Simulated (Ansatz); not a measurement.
# Ta: the cost of one run

Program: Ansatz 0.2.0. Level of theory: DFT PBE, scalar-relativistic, plane waves, PAW. These are calculated values, not measurements.

## (1) The starting structure

Symmetry: P6/mmm, No. 191, hexagonal system. Conventional cell: a = 3.200 Å, b = 3.200 Å, c = 4.522 Å, α = 90.00°, β = 90.00°, γ = 120.00°. Ta (site symmetry 6mm) has 2 Ta at 2.13 to 2.39 Å as nearest neighbours.

Structure file:

```cif
data_structure
_symmetry_space_group_name_H-M 'P6/mmm'
_symmetry_Int_Tables_number 191
_cell_length_a 3.1999
_cell_length_b 3.1999
_cell_length_c 4.5223
_cell_angle_alpha 90.000
_cell_angle_beta 90.000
_cell_angle_gamma 120.000
_cell_volume 40.10
loop_
_atom_site_label
_atom_site_type_symbol
_atom_site_symmetry_multiplicity
_atom_site_Wyckoff_symbol
_atom_site_fract_x
_atom_site_fract_y
_atom_site_fract_z
_atom_site_occupancy
Ta1 Ta 2 e 0.00000 0.00000 0.26401 1
```

This is candidate A: random cell with space group P6/mmm (No. 191).

## (2) Rough relaxation on the coarse mesh (candidate A)

File input.yaml:

```yaml
crystal:
  lattice:
    - [3.1998980227, 0.0, 0.0]
    - [-1.5999490114, 2.7711929772, 0.0]
    - [0.0, 0.0, 4.522326156]
  atoms:
    - { symbol: Ta, position: [0.0, 0.0, 0.26401] }
    - { symbol: Ta, position: [0.0, 0.0, 0.73599] }
basis:
  ecutwfc: 420
kpoints:
  mp_grid: { grid: [6, 6, 4] }
hamiltonian:
  xc: pbe
scf:
  occupations: { method: gaussian, width: 0.1 }
  lower_state_search: "off"
output:
  forces: true
  stress: true
  eigenvalues: true
relax:
  adjacent_minimum: "off"
  f_tol: 0.04
  max_steps: 70
  cell: { stress_tol: 0.4 }
```

**Question.** How long does this run take on 1 thread of an Arm CPU, shared host, and how much memory does it need?

About 15 s, with a peak of 0.35 GiB.
